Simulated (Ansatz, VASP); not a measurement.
## BN (Qingsongite): VASP beside Ansatz

```
B N
1.0
     0.00000    1.83930    1.83930
     1.83930    0.00000    1.83930
     1.83930    1.83930    0.00000
B N
1 1
Direct
  0.00000 0.00000 0.00000
  0.25000 0.25000 0.25000
```

Change from the starting cell: hydrostatic strain +1.9%.

Alike in both runs: task single point; functional PBE; k mesh 12 × 12 × 12; occupations fermi-dirac, width 0.02 eV; no spin polarisation.

```csv
,VASP,Ansatz
version,VASP 6.6.1,Ansatz 0.2.0
potentials or method,"VASP PAW PBE potentials, release 64 (B, N)","plane waves, PAW"
plane-wave cutoff (eV),520,420
valence electrons in the cell,8,8
```

|  | VASP | Ansatz | Ansatz less VASP |
| --- | --- | --- | --- |
| gap on the k mesh at the Fermi level (eV) | 4.40 | 4.41 | +0.011 |
| pressure (GPa) | -15.0 | -15.2 | -0.11 |

Caveats: so large a pressure means that the cell lies far from this level's equilibrium, or that cutoff or potentials fall short (VASP). A k mesh can miss the band edges.
